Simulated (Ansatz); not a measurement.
WC (Qusongite) under changes of volume

One of the cells (10.376 Å³/atom); the others are scaled copies at fixed shape and fractional positions:

```
W C
1.0
     2.90650    0.00000    0.00000
    -1.45325    2.51710    0.00000
     0.00000    0.00000    2.83660
W C
1 1
Cartesian
  0.0000 0.0000 0.0000
  1.4533 0.8390 1.4183
```

- Program: Ansatz 0.2.0
- Functional: revPBE
- Potentials or basis: Ansatz PAW
- Cutoff: 420 eV (not typed: the program's choice for these potentials)
- k mesh: 10 × 10 × 9
- Occupations: fermi-dirac, width 0.05 eV
- Spin: no spin polarisation

```tsv
volume (Å³/atom)	energy over the lowest point (meV/atom)	pressure (GPa)
9.754	94.42	38.1
9.961	52.18	27.3
10.169	23.19	17.6
10.376	6.19	8.8
10.584	0.00	0.9
10.791	?	?
10.999	15.83	-12.6
```

Problem. What does the run at 10.791 Å³/atom give?

Solution. Energy over the lowest point 3.51 meV/atom; pressure -6.2 GPa.

Worked out: A Birch-Murnaghan fit of order 3 (a polynomial in V^(-2/3)) to the other rows has its minimum at 10.61 Å³/atom with B0 = V·E''(V) = 379 GPa and B' = 4.3 at fixed shape and positions, which overstates the stiffness. It gives 3.52 meV/atom at 10.791 Å³/atom, against the run's 3.51, and -dE/dV = -6.2 GPa, against -6.2.

Energies are extrapolated to zero smearing.

Caveats: the PAW data sets come from PBE, with cores solved anew for the run's functional, which leaves a small shift of forces and pressure.
